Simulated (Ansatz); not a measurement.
# Pb in Ansatz: a series of runs

Runs on Pb. Level: PBE. Tasks: band structure.

Program: Ansatz 0.2.0. These are calculated values, not measurements. Logs are shortened: lines on timing, memory, paths and dates and some standing lists are left out, and cuts for length are marked.

### Step 1. The cell of the first run

The cell holds a slab with vacuum, 4 atoms: a = 3.480 Å, b = 3.480 Å, c = 23.385 Å, α = 90.00°, β = 90.00°, γ = 120.00°.

The slab is cut from a database's or a generator's crystal, which needn't be the stable form of the element.

### Step 2. Band structure, PBE (the (0 0 1) slab of Pb, cut from the database cell, not relaxed)

input.yaml

```yaml
crystal:
  lattice:
    - [3.4800006906, 0.0, 0.0]
    - [-1.7400003453, 3.0137690032, 0.0]
    - [0.0, 0.0, 23.385]
  atoms:
    - { symbol: Pb, position: [0.6666666667, 0.3333333334, 0.3207184092] }
    - { symbol: Pb, position: [0.3333333333, 0.6666666666, 0.4402394697] }
    - { symbol: Pb, position: [0.6666666667, 0.3333333334, 0.5597605303] }
    - { symbol: Pb, position: [0.3333333333, 0.6666666666, 0.6792815908] }
hamiltonian:
  xc: pbe
  pseudopotentials: { kind: paw, accuracy: standard }
kpoints:
  mp_grid: { grid: [9, 9, 1] }
  band_path:
    path:
      - [0.0, 0.0, 0.0]
      - [0.5, 0.0, 0.0]
      - [0.3333333333, 0.3333333333, 0.0]
      - [0.0, 0.0, 0.0]
    npoints: 14
scf:
  occupations: { method: fermi_dirac, width: 0.05 }
  n_extra_bands: 10
output:
  forces: true
  eigenvalues: true
  fatbands: false
efield:
  axis: 3
  dipole_correction: true
  ramp_width: 0.04
```

Potentials or basis: SSSP efficiency PAW.

Run with:

```bash
$ ansatz run input.yaml --threads 4 --pin off --max-ram 11264MiB --backend cpu --events-out ev --progress --plain --runs-dir out
```

The log of the run:

```text
Warning: RAYON_NUM_THREADS=4 ignored (pool sized by the plan → 4); use --threads N
scf.n_extra_bands = 10 over 28 filled bands (N_el = 56.0): the run solves 38 bands
Engine: ansatz 0.2.0, aarch64-unknown-linux-gnu
Pseudopotentials: kind: paw
Pseudopotential: Pb, paw, valence charge 14, recommended cutoff 544.227725 eV (normal), Pb.paw.azcp
Functional definition: PBE
  parameter kappa = 0.804
  parameter beta = 0.06672455060314922
  exchange = pbe_x(kappa = kappa, mu = beta*pi^2/3)
  correlation = pbe_c(beta = beta)
Crystal: 4 atoms, lattice volume = 245.260 Å³
Basis set: ecut = 544.227725 eV, 7121 PW (Γ), exchange–correlation on 90×90×576 points (8 copies of the dense FFT grid, shifted against one another)
Bands: 38, of which v1, the nominal top of the filled ones, is band 28 counted from 1 (27 counted from 0)
Symmetry: 6 space group operations
k-points: 12 of 81 (time reversal used)
Non-local potential: Pb, projectors of the file, l = 0: 2, l = 1: 2, l = 2: 2
PAW form: compensated (Kresse and Joubert's): semilocal exchange-correlation on the pseudo side sees the compensation charge
PAW one-centre angular grid: Pb, 590 points (default); XC on 117 of its mesh's 1007 points in the sphere
Initial density: superposition of atomic densities (neutral atoms: chi_scale 0, normalization atom)
Initial wavefunctions: pseudopotential atomic-orbital guess
Functional: x = pbe(κ = 0.804, μ = 0.2195149727645171), c = pbe(β = 0.06672455060314922)
iter 1 solved again at ethr=1.35e-3 eV; its pass at ethr=3.10e-3 eV (dr2=7.55e-1 eV) is discarded
SCF iter   1: F=—  HF=-47377.095538 eV  |F-HF|=—  |Δ(HF+E_count)|=         —  Δρ=7.18e-3  dr2=8.21e-1  ethr=1.35e-3  p=-0.000 e·Å  D=-2.26e-14 V/Å  ΔV_dip=0.00 eV  dr2_dipole=6.00e-12  V_vac-E_F(+/−)=4.93/4.93 eV  ⟨swp⟩=1.5  Hψ=2965  notcnv=0
efield: sawtooth ramp at fractional position 0.9800 (placed from the atoms, in the widest stretch of the axis that holds none; the zero of the levels goes with the place), width 0.0400; the density the first Hamiltonian is built on has a dipole p = -0.000 e·Å; the dipole correction subtracts the counter field D = -2.26e-14 V/Å, which shifts the + side's vacuum level by +0.00 eV against the − side's; the planar-averaged density in the ramp window peaks in size at 9.0e-8 e/Å³
preconditioner: auto → LDOS  [insulator: Δε(μ)=0.294 eV  Ē_g=17.074 eV  σ=0.050 eV  W_gap=0.66  n_scr=32 (ndim 8)  ℏωp=17.7 eV  f_vac=0.463  D(μ)=0.77/eV (n_scr^D=4)  ε∞_Penn≈2.1  β→1.0]
SCF iter   2: F=—  HF=-47377.166624 eV  |F-HF|=—  |Δ(HF+E_count)|=   7.11e-2  Δρ=1.13e-2  dr2=2.24e0  ethr=1.35e-3  p=-0.000 e·Å  D=-3.72e-7 V/Å  ΔV_dip=0.00 eV  dr2_dipole=6.18e-11  V_vac-E_F(+/−)=3.17/3.17 eV  ⟨swp⟩=3.9  Hψ=1356  notcnv=0  defer=22  recentre
SCF iter   3: F=—  HF=-47376.986358 eV  |F-HF|=—  |Δ(HF+E_count)|=   1.80e-1  Δρ=2.90e-3  dr2=1.66e-1  ethr=1.35e-3  p=0.000 e·Å  D=9.07e-8 V/Å  ΔV_dip=-0.00 eV  dr2_dipole=8.67e-11  V_vac-E_F(+/−)=4.28/4.28 eV  ⟨swp⟩=3.3  Hψ=908  notcnv=0  defer=41
SCF iter   4: F=—  HF=-47376.972668 eV  |F-HF|=—  |Δ(HF+E_count)|=   1.37e-2  Δρ=1.99e-3  dr2=1.53e-2  ethr=2.96e-4  p=0.000 e·Å  D=5.46e-8 V/Å  ΔV_dip=-0.00 eV  dr2_dipole=6.16e-10  V_vac-E_F(+/−)=3.79/3.79 eV  ⟨swp⟩=2.1  Hψ=570  notcnv=0  defer=42
SCF iter   5: F=—  HF=-47376.970816 eV  |F-HF|=—  |Δ(HF+E_count)|=   1.85e-3  Δρ=8.16e-4  dr2=6.77e-4  ethr=2.73e-5  p=-0.000 e·Å  D=-4.96e-7 V/Å  ΔV_dip=0.00 eV  dr2_dipole=1.05e-10  V_vac-E_F(+/−)=3.80/3.80 eV  ⟨swp⟩=2.1  Hψ=546  notcnv=0  defer=42
SCF iter   6: F=—  HF=-47376.970734 eV  |F-HF|=—  |Δ(HF+E_count)|=   8.17e-5  Δρ=1.37e-4  dr2=9.16e-5  ethr=1.21e-6  p=0.000 e·Å  D=2.73e-7 V/Å  ΔV_dip=-0.00 eV  dr2_dipole=2.15e-10  V_vac-E_F(+/−)=3.81/3.81 eV  ⟨swp⟩=2.6  Hψ=799  notcnv=0  defer=42
SCF iter   7: F=—  HF=-47376.970805 eV  |F-HF|=—  |Δ(HF+E_count)|=   7.16e-5  Δρ=1.94e-4  dr2=3.08e-5  ethr=1.64e-7  p=-0.000 e·Å  D=-9.85e-8 V/Å  ΔV_dip=0.00 eV  dr2_dipole=9.75e-11  V_vac-E_F(+/−)=3.80/3.80 eV  ⟨swp⟩=2.6  Hψ=822  notcnv=0  defer=42
SCF iter   8: F=—  HF=-47376.970801 eV  |F-HF|=—  |Δ(HF+E_count)|=   4.86e-6  Δρ=7.71e-5  dr2=4.56e-6  ethr=5.50e-8  p=0.000 e·Å  D=2.02e-8 V/Å  ΔV_dip=-0.00 eV  dr2_dipole=2.15e-11  V_vac-E_F(+/−)=3.80/3.80 eV  ⟨swp⟩=1.6  Hψ=505  notcnv=0  defer=42
SCF iter   9: F=—  HF=-47376.970801 eV  |F-HF|=—  |Δ(HF+E_count)|=   9.50e-9  Δρ=2.36e-5  dr2=4.37e-7  ethr=8.14e-9  p=-0.000 e·Å  D=-1.06e-7 V/Å  ΔV_dip=0.00 eV  dr2_dipole=2.07e-10  V_vac-E_F(+/−)=3.80/3.80 eV  ⟨swp⟩=3.1  Hψ=860  notcnv=0  defer=42
SCF iter  10: F=-47376.970800 eV  HF=-47376.970800 eV  |F-HF|=1.82e-8  |Δ(HF+E_count)|=   7.38e-8  Δρ=6.96e-6  dr2=4.28e-8  ethr=1.79e-10  p=0.000 e·Å  D=1.42e-7 V/Å  ΔV_dip=-0.00 eV  dr2_dipole=2.98e-10  V_vac-E_F(+/−)=3.80/3.80 eV  ⟨swp⟩=16.8  Hψ=2814  notcnv=0
SCF 1 converged in 10 iterations: F = -47376.970800 eV  dr2 = 4.28e-8
NSCF: frozen V_eff on 43 k-points
efield: sawtooth ramp at fractional position 0.9800 (kept from the solve that this one continues, or follows in the run), width 0.0400; the density the first Hamiltonian is built on has a dipole p = 0.000 e·Å; the dipole correction subtracts the counter field D = 1.42e-7 V/Å, which shifts the + side's vacuum level by -0.00 eV against the − side's; the planar-averaged density in the ramp window peaks in size at 7.7e-7 e/Å³
SCF converged after 10 iterations
Free energy (F): -47376.970800 eV
Harris-Foulkes:  -47376.970800 eV  (|F-HF|=1.82e-8)
Internal energy: -47376.963612 eV  (E = F + TS)
E sigma→0 (E₀):  -47376.967206 eV
Entropy (-TS):   -0.007188 eV (-1.797 meV/atom)
Fermi energy:    3.628997 eV
Dipole field:    D = -0.000021 V/Å  (p = -0.000028 e·Å, saw-weighted, corrected)
Work function:   Φ+ = 3.7991 eV   Φ− = 3.7986 eV
Levels:          The Fermi level and band energies are counted from a zero that moves with the ramp; work functions are not
--- Per-component energies (eV) ---
  E_band       = -553.349853
  E_kinetic    = 1686.826307
  E_local      = -33759.523188  (includes V_loc(G=0)·N_el)
  E_nonlocal   = 706.265157
  E_hartree    = 16143.241831
  E_xc         = -2413.476992
  E_vxc        = -1270.826094  (∫ρ·V_xc dr)
  E_paw        = -39643.039539  (= ΣΔE_a)
  E_vpaw       = -202.592438  (= ΣTr[D̂ρ^β])
  E_aug_tail   = 0.000043  (compensation charges beyond the density's cutoff)
  E_efield     = 0.000000  (sawtooth field / dipole correction)
  E_vefield    = 0.000000  (∫n·V_field dr)
  E_ewald      = 9902.742769
  E_smearing   = -0.007188  (= −TS)
  E_closure    = 0.000000  (closes the sum)
  Σ components = -47376.970800   (vs F -47376.970800, Δ=0.00e0)
--- Forces (eV/Å), atoms counted from 1 ---
  atom   1  Pb     0.00000000    -0.00000000    -0.02477894
  atom   2  Pb    -0.00000000     0.00000000    -0.40955700
  atom   3  Pb     0.00000000    -0.00000000     0.40956184
  atom   4  Pb    -0.00000000     0.00000000     0.02477531
  max |Σ_I F_I| component: 1.21e-6 eV/Å
--- Band table (eV; the first three rows and the last of 12) ---
  k-point 0: bands = ["-13.4320", "-13.4280", "-13.3924", "-13.3826", "-13.3826", "-13.3745", "-13.3745", "-13.3729", "-13.3623", "-13.3623", "-13.3411", "-13.3411", "-13.2730", "-13.2730", "-13.2274", "-13.2274", "-13.1625", "-13.1625", "-13.1088", "-13.1088", "-8.0279", "-7.2997", "-6.1706", "-4.9044", "0.1851", "2.2171", "4.7445", "6.7423", "7.1734", "8.6057", "8.6439", "9.5141", "9.5141", "10.0696", "10.0696", "10.7182", "10.7182", "10.7898"]
  k-point 1: bands = ["-13.4251", "-13.4220", "-13.3925", "-13.3867", "-13.3829", "-13.3586", "-13.3572", "-13.3519", "-13.3476", "-13.3358", "-13.3307", "-13.3141", "-13.2853", "-13.2788", "-13.2345", "-13.2278", "-13.1752", "-13.1624", "-13.1278", "-13.1061", "-7.8121", "-7.0874", "-5.9701", "-4.7286", "0.4243", "2.4084", "4.8718", "6.8802", "7.3398", "7.4357", "8.1071", "8.5084", "8.7287", "8.8323", "9.2090", "9.4037", "9.5771", "10.3188"]
  k-point 2: bands = ["-13.4554", "-13.4462", "-13.4129", "-13.3764", "-13.3700", "-13.3482", "-13.3362", "-13.3268", "-13.3093", "-13.3018", "-13.2906", "-13.2666", "-13.2649", "-13.2413", "-13.2256", "-13.2076", "-13.1829", "-13.1616", "-13.1569", "-13.1007", "-7.1664", "-6.4555", "-5.3785", "-4.2190", "1.1075", "2.8246", "4.4663", "4.5853", "5.7222", "6.0493", "6.8768", "7.5239", "7.6607", "8.0146", "8.2857", "9.1961", "9.3679", "9.4343"]
  k-point 11: bands = ["-13.4557", "-13.4071", "-13.4071", "-13.3765", "-13.3521", "-13.3521", "-13.2817", "-13.2817", "-13.2646", "-13.2589", "-13.2540", "-13.2537", "-13.2537", "-13.2233", "-13.1968", "-13.1587", "-13.1587", "-13.1326", "-13.1032", "-13.1032", "-3.5048", "-3.5048", "-3.2721", "-3.2721", "1.0561", "1.5510", "1.5510", "1.8140", "2.7040", "2.7040", "2.8977", "4.0230", "5.5554", "5.5554", "7.5232", "7.5232", "9.1323", "10.3154"]
```

Run time: 12 s. Hardware: 4 threads of Arm Neoverse V2, shared host; peak memory 1.1 GiB.

Results:

```
Free energy                     : -47376.9708 eV
Largest force                   : 0.410 eV/Å
Band gap on the k mesh          : none (metal or under the smearing width)
Work function of the upper face : 3.80 eV
Work function of the lower face : 3.80 eV
Dipole across the slab          : 0.000 e·Å
```

Forces in eV/Å, atoms in the order of the input:
```
Pb   0.000  0.000 -0.025
Pb   0.000  0.000 -0.410
Pb   0.000  0.000  0.410
Pb   0.000  0.000  0.025
```

Levels at the corners of the path, in eV from the Fermi level:
```csv
point,band 24,band 25,band 26,band 27,band 28,band 29,band 30,band 31,band 32,band 33
Γ,-8.53,-3.44,-1.41,1.12,3.11,3.54,4.98,5.01,5.89,5.89
M,-7.03,-3.61,-3.39,-2.83,-1.91,0.33,1.82,2.36,2.72,3.17
K,-6.90,-2.57,-2.08,-2.08,-1.81,-0.92,-0.92,-0.73,0.39,1.93
Γ,-8.53,-3.44,-1.41,1.12,3.11,3.54,4.98,5.01,5.89,5.89
```

Caveat: spin-orbit coupling is left out, which moves the levels of the heavy elements.

### Step 3. Band structure, PBE (the (0 0 1) slab of Pb, cut from the database cell, not relaxed)

input.yaml, as its differences from that of step 2:

```diff
@@ -12,3 +12,3 @@
   xc: pbe
-  pseudopotentials: { kind: paw, accuracy: standard }
+  pseudopotentials: { kind: paw, source: jth }
 kpoints:
@@ -29,2 +29,6 @@
   fatbands: false
+  write_density: true
+  write_potential: true
+  elf: true
+  volumetric_format: npy
 efield:
```

Potentials or basis: JTH PAW.

Run with:

```bash
$ ansatz run input.yaml --threads 4 --pin off --max-ram 11264MiB --backend cpu --events-out ev --progress --plain --runs-dir out
```

The log of the run:

```text
Warning: the checks of this Pb dataset prove no rule for summing its radial tables, as where they were carried onto another mesh than they were made on, and Gregory's rule is taken, under which a leading mesh point left out moves its sums only by what lay on the interval it spanned. That does not make them correct, and they differ from Quantum ESPRESSO's on this file; a re-export a fraction of a mesh step off can move them. hamiltonian.pseudopotentials.radial_quadrature: simpson_from_first_knot sums it by `pw.x`'s rule; on a PAW file no value gives `pw.x`'s numbers. What more to know: hamiltonian.pseudopotentials.radial_quadrature, in the input reference
Warning: RAYON_NUM_THREADS=4 ignored (pool sized by the plan → 4); use --threads N
[... 71 lines left out ...]
  k-point 1: bands = ["-13.8185", "-13.8155", "-13.7855", "-13.7796", "-13.7760", "-13.7515", "-13.7503", "-13.7446", "-13.7406", "-13.7290", "-13.7236", "-13.7072", "-13.6790", "-13.6725", "-13.6286", "-13.6220", "-13.5687", "-13.5560", "-13.5208", "-13.4992", "-8.2028", "-7.4780", "-6.3595", "-5.1169", "0.0330", "2.0160", "4.4784", "6.4865", "6.9475", "7.0386", "7.7105", "8.1127", "8.3202", "8.4414", "8.8159", "8.9984", "9.1848", "9.9205"]
  k-point 2: bands = ["-13.8484", "-13.8393", "-13.8059", "-13.7697", "-13.7634", "-13.7413", "-13.7297", "-13.7200", "-13.7033", "-13.6954", "-13.6840", "-13.6602", "-13.6585", "-13.6345", "-13.6191", "-13.6012", "-13.5762", "-13.5545", "-13.5504", "-13.4938", "-7.5566", "-6.8458", "-5.7681", "-4.6086", "0.7176", "2.4307", "4.0701", "4.1976", "5.3287", "5.6604", "6.4845", "7.1138", "7.2669", "7.6234", "7.8808", "8.8015", "8.9701", "9.0442"]
  k-point 11: bands = ["-13.8489", "-13.8003", "-13.8003", "-13.7707", "-13.7458", "-13.7458", "-13.6754", "-13.6754", "-13.6579", "-13.6522", "-13.6478", "-13.6471", "-13.6470", "-13.6166", "-13.5899", "-13.5521", "-13.5521", "-13.5258", "-13.4960", "-13.4960", "-3.8966", "-3.8966", "-3.6639", "-3.6639", "0.6692", "1.1631", "1.1631", "1.4284", "2.3166", "2.3166", "2.5116", "3.6302", "5.1619", "5.1619", "7.1218", "7.1218", "8.7323", "9.9048"]
```

bands.tsv:

```text
# k_distance	band_0	band_1	band_2	band_3	band_4	band_5	band_6	band_7	band_8	band_9	band_10	band_11	band_12	band_13	band_14	band_15	band_16	band_17	band_18	band_19	band_20	band_21	band_22	band_23	band_24	band_25	band_26	band_27	band_28	band_29	band_30	band_31	band_32	band_33	band_34	band_35	band_36	band_37
[... 51 lines left out ...]
2.847926	-17.061594	-17.057787	-17.021087	-17.011691	-17.011691	-17.003564	-17.003564	-17.001183	-16.991375	-16.991375	-16.970149	-16.970149	-16.902787	-16.902787	-16.857720	-16.857720	-16.792206	-16.792206	-16.738004	-16.738004	-11.654836	-10.926482	-9.795971	-8.528216	-3.443001	-1.411313	1.116375	3.113502	3.546055	4.975618	5.017464	5.865057	5.865057	6.422868	6.422868	7.079394	7.079394	7.155619
```

Run time: 72 s. Hardware: 4 threads of Arm Neoverse V2, shared host; peak memory 3.5 GiB.

What came out:

| Item | Value |
| --- | --- |
| Free energy | -47377.0327 eV |
| Largest force | 0.409 eV/Å |
| Band gap on the k mesh | none (metal or under the smearing width) |
| Work function of the upper face | 3.80 eV |
| Work function of the lower face | 3.80 eV |
| Dipole across the slab | 0.000 e·Å |

Forces on the atoms (eV/Å):
```
Pb   0.000  0.000 -0.026
Pb   0.000  0.000 -0.409
Pb   0.000  0.000  0.409
Pb   0.000  0.000  0.026
```

Levels at the corners of the path, in eV from the Fermi level:
| point | band 24 | band 25 | band 26 | band 27 | band 28 | band 29 | band 30 | band 31 | band 32 | band 33 |
| --- | --- | --- | --- | --- | --- | --- | --- | --- | --- | --- |
| Γ | -8.53 | -3.44 | -1.41 | 1.12 | 3.11 | 3.55 | 4.98 | 5.02 | 5.87 | 5.87 |
| M | -7.03 | -3.61 | -3.39 | -2.83 | -1.91 | 0.33 | 1.82 | 2.33 | 2.72 | 3.15 |
| K | -6.90 | -2.57 | -2.07 | -2.07 | -1.81 | -0.92 | -0.92 | -0.72 | 0.39 | 1.93 |
| Γ | -8.53 | -3.44 | -1.41 | 1.12 | 3.11 | 3.55 | 4.98 | 5.02 | 5.87 | 5.87 |

Caveat: spin-orbit coupling is left out, which moves the levels of the heavy elements.

### Step 4. Band structure, PBE (the (0 0 1) slab of Pb, cut from the database cell, not relaxed)

input.yaml, as its differences from that of step 3:

```diff
@@ -12,3 +12,3 @@
   xc: pbe
-  pseudopotentials: { kind: paw, source: jth }
+  pseudopotentials: { kind: nc, source: spms }
 kpoints:
@@ -28,7 +28,3 @@
   eigenvalues: true
-  fatbands: false
-  write_density: true
-  write_potential: true
-  elf: true
-  volumetric_format: npy
+  fatbands: true
 efield:
```

Potentials or basis: SPMS NC.

Run with:

```bash
$ ansatz run input.yaml --threads 4 --pin off --max-ram 11264MiB --backend cpu --events-out ev --progress --plain --runs-dir out
```

It took 11 s on 4 threads of Arm Neoverse V2, shared host; peak memory 0.51 GiB.

It converged, with:

- Free energy: -6842.3350 eV
- Largest force: 0.398 eV/Å
- Band gap on the k mesh: none (metal or under the smearing width)
- Work function of the upper face: 3.80 eV
- Work function of the lower face: 3.80 eV
- Dipole across the slab: 0.000 e·Å

Forces in eV/Å, atoms in the order of the input:
```
Pb   0.000  0.000 -0.026
Pb   0.000  0.000 -0.398
Pb   0.000  0.000  0.398
Pb   0.000  0.000  0.026
```

Levels at the corners of the path, in eV from the Fermi level:
```
point  band 26  band 27  band 28  band 29  band 30  band 31
    Γ    -1.41     1.10     3.11     3.55     4.97     5.02
    M    -3.39    -2.83    -1.91     0.33     1.81     2.36
    K    -2.07    -2.07    -1.81    -0.92    -0.92    -0.73
    Γ    -1.41     1.10     3.11     3.55     4.97     5.02
```

Caveat: spin-orbit coupling is left out, which moves the levels of the heavy elements.

(Part 1 of 2 ends here.)
